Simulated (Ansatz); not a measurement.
# GaN (wurtzite): the cost of one run

Method: DFT r2SCAN, scalar-relativistic, plane waves, PAW, in Ansatz 0.2.0.

### Step 1. The system as given

It takes space group P6_3mc (No. 186, hexagonal). The conventional cell has a = 3.189 Å, b = 3.189 Å, c = 5.185 Å, α = 90.00°, β = 90.00°, γ = 120.00°. Ga (site symmetry 3m) is surrounded by 4 N at 1.95 Å. N (site symmetry 3m) has 4 Ga at 1.95 Å as nearest neighbours.

Structure file:

```cif
data_structure
_symmetry_space_group_name_H-M 'P 1'
_symmetry_Int_Tables_number 1
_cell_length_a 3.1890
_cell_length_b 3.1890
_cell_length_c 5.1850
_cell_angle_alpha 90.000
_cell_angle_beta 90.000
_cell_angle_gamma 120.000
_cell_volume 45.67
loop_
_atom_site_label
_atom_site_type_symbol
_atom_site_fract_x
_atom_site_fract_y
_atom_site_fract_z
_atom_site_occupancy
Ga1 Ga 0.33333 0.66667 0.00000 1
Ga2 Ga 0.66667 0.33333 0.50000 1
N1 N 0.33333 0.66667 0.37700 1
N2 N 0.66667 0.33333 0.87700 1
```

### Step 2. Relaxing cell and atoms: GaN (wurtzite), no spin

File input.yaml:

```yaml
crystal:
  lattice:
    - [3.189, 0.0, 0.0]
    - [-1.5945, 2.7617550127, 0.0]
    - [0.0, 0.0, 5.185]
  atoms:
    - { symbol: Ga, position: [0.3333333333, 0.6666666667, 0.0] }
    - { symbol: Ga, position: [0.6666666667, 0.3333333333, 0.5] }
    - { symbol: "N", position: [0.3333333333, 0.6666666667, 0.377] }
    - { symbol: "N", position: [0.6666666667, 0.3333333333, 0.877] }
scf:
  occupations: { method: fixed }
output:
  forces: true
  stress: true
  eigenvalues: true
hamiltonian:
  xc: r2scan
kpoints:
  mp_grid: { grid: [8, 8, 5] }
relax:
  f_tol: 0.003
  max_steps: 40
  cell: { stress_tol: 0.02 }
```

Started as:

```bash
> ansatz run input.yaml --threads 8 --pin off --max-ram 24576MiB --backend cpu --events-out ev --progress --plain --runs-dir out
```

What time and memory should one allow on 8 threads of Intel Xeon Platinum 8488C (Sapphire Rapids), shared host?

About 4.2 s, with a peak of 0.56 GiB.
